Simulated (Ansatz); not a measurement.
# CuO (F-43m) in Ansatz: a series of runs, part 2 of 2

Ansatz 0.2.0. Earlier steps stand in the parts before.

## 4. Single point, r2SCAN+U, collinear spin, ferromagnetic start

input.yaml

```yaml
crystal:
  lattice:
    - [0.0, 2.32725273, 2.32725273]
    - [2.32725273, 0.0, 2.32725273]
    - [2.32725273, 2.32725273, 0.0]
  atoms:
    - { symbol: Cu, position: [0.0, 0.0, 0.0], spin: 0.6 }
    - { symbol: O, position: [0.25, 0.25, 0.25] }
hamiltonian:
  xc: r2scan
  pseudopotentials: { kind: paw }
  hubbard: { sites: [{ species: Cu, l: d, u_eff: 6.0 }] }
magnetization:
  spin_polarized: true
kpoints:
  mp_grid: { grid: [7, 7, 7] }
scf:
  occupations: { method: gaussian, width: 0.05 }
output:
  forces: true
  stress: true
  eigenvalues: true
  write_density: true
  write_potential: true
  elf: true
  volumetric_format: npy
```

Potentials or basis: Ansatz PAW.

The run is started by

```bash
$ ansatz run input.yaml --threads 2 --pin off --max-ram 5632MiB --backend cpu --events-out ev --progress --plain --runs-dir out
```

Standard output:

```text
Warning: RAYON_NUM_THREADS=2 ignored (pool sized by the plan → 2); use --threads N
Cu: projections on atomic orbitals take those of the free atom [Ne] 3s2 3p6 3d10 4s1, of charge +0.00 (hamiltonian.pseudopotentials.projection_atoms); the dataset's partial waves leave at most 2.0e-6 of an orbital's norm unspanned inside its sphere
O: projections on atomic orbitals take those of the free atom [He] 2s2 2p4, of charge +0.00 (hamiltonian.pseudopotentials.projection_atoms); the dataset's partial waves leave at most 1.9e-8 of an orbital's norm unspanned inside its sphere
Engine: ansatz 0.2.0, x86_64-unknown-linux-gnu
Pseudopotentials: kind: paw
Pseudopotential: Cu, paw, valence charge 19, recommended cutoff 500 eV (meta_gga), Cu.paw.azcp
Pseudopotential: O, paw, valence charge 6, recommended cutoff 500 eV (meta_gga), O.paw.azcp
Functional definition: r2SCAN
  parameter k0 = 0.174
  parameter k1 = 0.065
  parameter a1 = 4.9479
  exchange = r2scan_x(k0 = k0, k1 = k1, a1 = a1)
  correlation = r2scan_c
Crystal: 2 atoms, lattice volume = 25.209 Å³
Basis set: ecut = 500 eV, 645 PW (Γ), exchange–correlation on 100×100×100 points (64 copies of the dense FFT grid, shifted against one another)
Bands: 17, of which v1, the nominal top of the filled ones, is band 13 counted from 1 (12 counted from 0)
Symmetry: 24 space group operations
Space group: F-43m (ITA 216), of the structure as read, at distance tolerance 2.9e-5 Å
Magnetic group: BNS 216.74 (UNI 1576), of the structure as read, at distance tolerance 2.9e-5 Å
k-points: 20 of 343 (time reversal used)
Non-local potential: Cu, projectors of the file, l = 0: 3, l = 1: 2, l = 2: 3, l = 3: 1
Non-local potential: O, projectors of the file, l = 0: 2, l = 1: 2, l = 2: 1
PAW form: soft (Blöchl's): semilocal exchange-correlation on the pseudo side does not see the compensation charge
PAW frozen core: Cu, regenerated for the run's functional (the file was generated under x = pbe(κ = 0.804, μ = 0.2195149727645171), c = pbe(β = 0.06672455060314922))
PAW frozen core: O, regenerated for the run's functional (the file was generated under x = pbe(κ = 0.804, μ = 0.2195149727645171), c = pbe(β = 0.06672455060314922))
PAW one-centre angular grid: Cu, 590 points (default); XC on 160 Gauss nodes
PAW one-centre angular grid: O, 302 points (default); XC on 160 Gauss nodes
Initial density: superposition of atomic densities (chi_scale 0.1, normalization cell, long waves kept (reshape's long-wave potential 0.00 eV rms))
Starting moments: Σ|m| = 0.6 μB on 1 of 2 sites
Initial wavefunctions: pseudopotential atomic-orbital guess
Functional: x = r2scan, c = r2scan; τ floored in thin density (d = 2e-4 eV/Å³)
SCF iter   1: F=—  HF=-7196.850589 eV  |F-HF|=—  |Δ(HF+E_count)|=         —  Δρ=9.46e-2 (↑2.29e-2 ↓9.46e-2)  dr2=1.99e0  dr2_τ=8.46e-3  dr2_m=4.49e-1  M=0.349 μB ∫|m|=0.350 μB  β_m=0.30  ethr=3.10e-3  ⟨swp⟩=6.0  Hψ=3029  notcnv=0
preconditioner: auto → none  [insulator: Δε(μ)=0.061 eV  Ē_g=15.857 eV  σ=0.050 eV  W_gap=0.58  n_scr=14 (ndim 8)  ℏωp=30.5 eV  f_vac=0.043  D(μ)=2.99/eV (n_scr^D=50)  ε∞_Penn≈4.7]
SCF iter   2: F=—  HF=-7196.696718 eV  |F-HF|=—  |Δ(HF+E_count)|=   1.54e-1  Δρ=4.25e-2 (↑4.25e-2 ↓2.75e-2)  dr2=7.45e-1  dr2_τ=1.79e-2  dr2_m=5.07e-2  M=0.648 μB ∫|m|=0.649 μB  β_m=0.30  ethr=3.10e-3  ⟨swp⟩=3.4  Hψ=1627  notcnv=0  defer=21  κ⁻¹=1.0e0(r=1)
SCF iter   3: F=—  HF=-7196.633524 eV  |F-HF|=—  |Δ(HF+E_count)|=   6.32e-2  Δρ=2.13e-2 (↑1.90e-2 ↓2.13e-2)  dr2=3.51e-2  dr2_τ=4.95e-3  dr2_m=7.06e-2  M=0.644 μB ∫|m|=0.647 μB  β_m=0.30  ethr=2.98e-3  ⟨swp⟩=2.5  Hψ=1296  notcnv=0  defer=24  κ⁻¹=1.1e-3(r=2)
SCF iter   4: F=—  HF=-7196.718875 eV  |F-HF|=—  |Δ(HF+E_count)|=   8.54e-2  Δρ=1.44e-2 (↑1.44e-2 ↓1.28e-2)  dr2=1.18e-2  dr2_τ=8.45e-4  dr2_m=3.85e-2  M=0.687 μB ∫|m|=0.693 μB  β_m=1.00  ethr=1.40e-4  ⟨swp⟩=2.1  Hψ=1170  notcnv=0  defer=24  κ⁻¹=4.1e-6(r=3)
SCF iter   5: F=—  HF=-7196.739491 eV  |F-HF|=—  |Δ(HF+E_count)|=   2.06e-2  Δρ=7.96e-3 (↑6.48e-3 ↓7.96e-3)  dr2=2.53e-3  dr2_τ=8.83e-4  dr2_m=1.09e-2  M=0.766 μB ∫|m|=0.787 μB  β_m=1.00  ethr=4.71e-5  ⟨swp⟩=2.0  Hψ=1162  notcnv=0  defer=24  κ⁻¹=4.1e-6(r=4)
SCF iter   6: F=—  HF=-7196.751198 eV  |F-HF|=—  |Δ(HF+E_count)|=   1.17e-2  Δρ=5.63e-3 (↑4.59e-3 ↓5.63e-3)  dr2=1.24e-3  dr2_τ=3.38e-4  dr2_m=5.66e-3  M=0.828 μB ∫|m|=0.860 μB  β_m=1.00  ethr=1.01e-5  ⟨swp⟩=2.0  Hψ=1355  notcnv=0  defer=24  κ⁻¹=1.1e-6(r=5)
SCF iter   7: F=—  HF=-7196.758718 eV  |F-HF|=—  |Δ(HF+E_count)|=   7.52e-3  Δρ=4.44e-3 (↑4.05e-3 ↓4.44e-3)  dr2=2.37e-4  dr2_τ=2.30e-4  dr2_m=4.08e-3  M=0.884 μB ∫|m|=0.923 μB  β_m=1.00  ethr=4.97e-6  ⟨swp⟩=2.0  Hψ=1372  notcnv=0  defer=23  κ⁻¹=5.3e-8(r=6)
[... 9 lines left out ...]
SCF iter  15: F=—  HF=-7196.796267 eV  |F-HF|=—  |Δ(HF+E_count)|=   3.14e-4  Δρ=4.97e-5 (↑3.01e-5 ↓4.97e-5)  dr2=4.32e-7  dr2_τ=1.25e-8  dr2_m=1.56e-7  M=1.000 μB ∫|m|=1.084 μB  β_m=1.20  ethr=4.52e-9  ⟨swp⟩=3.1  Hψ=1348  notcnv=0  defer=18  κ⁻¹=6.9e-3(r=4)
SCF iter  16: F=—  HF=-7196.796273 eV  |F-HF|=—  |Δ(HF+E_count)|=   5.93e-6  Δρ=4.32e-5 (↑1.77e-5 ↓4.32e-5)  dr2=4.61e-7  dr2_τ=5.15e-9  dr2_m=6.88e-8  M=1.000 μB ∫|m|=1.084 μB  β_m=1.20  ethr=1.73e-9  ⟨swp⟩=2.0  Hψ=1166  notcnv=0  defer=18  κ⁻¹=5.1e-4(r=5)
SCF iter  17: F=—  HF=-7196.796273 eV  |F-HF|=—  |Δ(HF+E_count)|=   9.50e-8  Δρ=7.15e-6 (↑4.14e-6 ↓7.15e-6)  dr2=1.13e-8  dr2_τ=2.13e-10  dr2_m=3.04e-9  M=1.000 μB ∫|m|=1.084 μB  β_m=1.20  ethr=4.00e-10  ⟨swp⟩=6.0  Hψ=4113  notcnv=0  κ⁻¹=1.1e-4(r=6)
SCF iter  18: F=-7196.796273 eV  HF=-7196.796273 eV  |F-HF|=1.31e-7  |Δ(HF+E_count)|=   4.21e-8  Δρ=1.91e-6 (↑1.91e-6 ↓1.25e-6)  dr2=6.91e-10  dr2_τ=3.77e-11  dr2_m=3.28e-10  M=1.000 μB ∫|m|=1.084 μB  ethr=4.51e-11  ⟨swp⟩=6.3  Hψ=3182  notcnv=0
SCF 1 converged in 18 iterations: F = -7196.796273 eV  dr2 = 6.91e-10
this state was not tested for a lower state beside it, because the mixer in use, unlike msr1, does not test its closes by its own steps (another_mixer; see scf.mixing.algorithm and scf.lower_state_search)
SCF converged after 18 iterations
Magnetization: 1.0000 μB (13.0000 up, 12.0000 down)
Absolute magnetization: 1.0849 μB (∫|ρ↑−ρ↓|, with the PAW one-centre terms)
Spin contamination: 0.0073 ħ² per cell (⟨S²⟩ above its minimum at these occupations)
Per-site moments (μB) at R_I (Å): [(0.4563519096810992, 0.8313772438977585), (0.5480980660468845, 0.8313772438977585)]
Free energy (F): -7196.796273 eV
Harris-Foulkes:  -7196.796273 eV  (|F-HF|=1.31e-7)
Internal energy: -7196.793639 eV  (E = F + TS)
E sigma→0 (E₀):  -7196.794956 eV
Entropy (-TS):   -0.002634 eV (-1.317 meV/atom)
Fermi energy:    7.294304 eV
--- Per-component energies (eV) ---
  E_band       = -552.367080
  E_kinetic    = 469.375417
  E_local      = -5348.050439  (includes V_loc(G=0)·N_el)
  E_nonlocal   = 452.688109
  E_hartree    = 2324.311369
  E_xc         = -153.361530
  E_vxc        = -224.411316  (∫ρ·V_xc dr)
  E_hubbard    = 1.166857  (on-site DFT+U / exact-exchange correction)
  E_vhub       = -26.344244  (the Hubbard potential's part of the band-sum identity)
  E_paw        = -1844.201666  (= ΣΔE_a)
  E_vpaw       = -539.413245  (= ΣTr[D̂ρ^β])
  E_aug_tail   = 0.001210  (compensation charges beyond the density's cutoff)
  E_vtau       = 15.165507  (kinetic-family band-sum trace: ∫τ·v_τ [+ j·A + Jᵃ·Aᵃ] dr)
  E_ewald      = -3098.389916
  E_core_change = -0.333049  (= ΣΔE_core)
  E_smearing   = -0.002634  (= −TS)
  E_closure    = 0.000000  (closes the sum)
  Σ components = -7196.796273   (vs F -7196.796273, Δ=0.00e0)
--- Forces (eV/Å), atoms counted from 1 ---
  atom   1  Cu     0.00000000    -0.00000000     0.00000000
  atom   2  O      0.00000000    -0.00000000     0.00000000
  max |Σ_I F_I| component: 8.79e-17 eV/Å
--- Stress (GPa, compression-positive) ---
       -9.843955       0.000000       0.000000
        0.000000      -9.843955      -0.000000
       -0.000000      -0.000000      -9.843955
  P = ⅓ Tr σ = -9.8440 GPa (-98.440 kbar)
--- Band table (eV; the first three rows and the last of 40) ---
  k-point 0 ↑: bands = ["-107.2540", "-63.0953", "-63.0953", "-63.0953", "-12.1568", "1.5737", "1.5737", "1.5737", "3.6329", "3.6329", "7.0991", "7.0991", "7.0991", "9.0921", "22.6458", "22.6458", "22.6458"]
  k-point 1 ↑: bands = ["-107.2540", "-63.0962", "-63.0954", "-63.0954", "-12.0861", "1.5126", "1.6457", "1.6457", "3.6162", "3.6162", "6.4060", "6.9764", "6.9764", "10.0205", "20.9281", "22.7587", "22.7587"]
  k-point 2 ↑: bands = ["-107.2543", "-63.0981", "-63.0958", "-63.0958", "-11.9297", "1.5357", "1.7953", "1.7953", "3.6232", "3.6232", "5.1709", "6.6747", "6.6747", "11.8220", "18.3344", "22.6359", "22.6359"]
  k-point 19 ↓: bands = ["-106.4853", "-62.3455", "-62.3448", "-62.3434", "-10.4743", "2.2988", "3.2211", "3.9717", "4.5524", "4.6544", "5.5783", "5.8229", "6.8798", "16.1149", "17.7750", "18.9897", "21.2053"]
Occupation matrices written to <dir>
```

rho_z.tsv:

```text
# z_ang	rho[e/angstrom^3]	rho_spin[e/angstrom^3]
# format = ansatz-planar-average/11
# lattice	0.000000000	2.327252730	2.327252730
# lattice	2.327252730	0.000000000	2.327252730
# lattice	2.327252730	2.327252730	0.000000000
# sites	2
# site	29	0.000000000	0.000000000	0.000000000
# site	8	1.163626365	1.163626365	1.163626365
0.000000	2.978975e0	8.994440e-2
0.131649	2.796649e0	8.615186e-2
0.263299	2.283812e0	7.522224e-2
0.394948	1.738961e0	6.856261e-2
0.526597	1.345429e0	6.963371e-2
0.658246	1.111934e0	7.433713e-2
[... 17 lines left out ...]
3.027934	2.019288e0	5.574335e-2
3.159583	2.671262e0	7.835276e-2
```

It took 6.4 s on 2 threads of Intel Xeon Platinum 8259CL at 2.50GHz (Skylake/Cascade Lake), shared host; peak memory 0.43 GiB.

Results:

```
Free energy            : -7196.7963 eV
Pressure               : -9.8 GPa
Band gap on the k mesh : none (metal or under the smearing width)
Net moment             : 1.00 μB per cell
Absolute moment        : 1.08 μB per cell
Site moments           : Cu +0.46; O +0.55 μB
```

Eigenvalues of the final occupation matrices:
```
  site  spin  trace               eigenvalues
site 1     1   4.98  1.00 1.00 1.00 1.00 1.00
site 1     2   4.57  0.87 0.87 0.87 0.98 0.98
```

Caveat: the magnetic or orbital state may not be the lowest; a cell with one magnetic atom can't hold antiferromagnetic order, which such compounds often take; the PAW data sets come from PBE, with cores solved anew for the run's functional, which leaves a small shift of forces and pressure. The state reached can hang on the start; a lower one may exist.

## 5. Overview

| spin | U | gap on the mesh (eV) | pressure (GPa) | moment (μB) |
| --- | --- | --- | --- | --- |
| collinear, random start | Cu d U = 8 eV | none | -8.0 | 1.00 |
| collinear, random start | Cu d U = 6 eV | none | -9.8 | 1.00 |
| collinear, ferromagnetic start | Cu d U = 6 eV | none | -9.8 | 1.00 |

Alike in all rows: task single point; level r2SCAN+U; potentials or basis Ansatz PAW; cell as given; k mesh 7 × 7 × 7; cutoff (eV) 500; smearing gaussian 0.05 eV.

Every run on the cell as given and a fine mesh finds a metal.

Caveats: the magnetic or orbital state may not be the lowest; a cell with one magnetic atom can't hold antiferromagnetic order, which such compounds often take; the PAW data sets come from PBE, with cores solved anew for the run's functional, which leaves a small shift of forces and pressure.

Absolute energies hang on the potentials; compare differences alone.
